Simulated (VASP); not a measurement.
The system is MoS2.

```xyz
3
Lattice="3.2275 0.0000 0.0000 -1.6137 2.7951 0.0000 0.0000 0.0000 6.3125" Properties=species:S:1:pos:R:3 pbc="T T T"
Mo    0.0000    0.0000    3.1562
S     1.6137    0.9317    4.7008
S     0.0000    1.8634    1.6117
```

Measurements of this composition are mostly on another form, of space group No. 194.

* Program: VASP 6.6.1
* Task: single point
* Functional: PBE
* Potentials or basis: VASP PAW PBE potentials, release 64 (Mo_sv, S)
* Cutoff: 520 eV
* k mesh: 9 × 9 × 4
* Occupations: fermi-dirac, width 0.05 eV
* Spin: no spin polarisation

On this cell: pressure 1.0 GPa; largest force 0.276 eV/Å; band gap on the k mesh none (metal or under the smearing width).

The same run follows on a disturbed copy (atoms moved at random, drawn with an rms of 0.05 Å):

```xyz
3
Lattice="3.2275 0.0000 0.0000 -1.6137 2.7951 0.0000 0.0000 0.0000 6.3125" Properties=species:S:1:pos:R:3 pbc="T T T"
Mo    0.0102   -0.0511    3.1518
S     1.5961    0.9007    4.7232
S    -0.0311    1.9199    1.5943
```

**Question.** What does the disturbed cell give?

**Answer.** The energy (extrapolated to zero smearing) moves by +8.8 meV/atom; pressure -0.4 GPa; largest force 0.564 eV/Å; band gap on the k mesh none (metal or under the smearing width).

Forces on the atoms (eV/Å):
```
Mo  -0.257  0.378  0.264
S    0.052  0.131 -0.136
S    0.205 -0.509 -0.128
```

Stress tensor (GPa, compression positive):
```
 0.04 -0.43 -0.65
-0.43 -1.83  2.74
-0.65  2.74  0.60
```

Caveats: this functional lacks dispersion, which binds the layers, so the pressure and a relaxed spacing across them are unreliable (some runs).
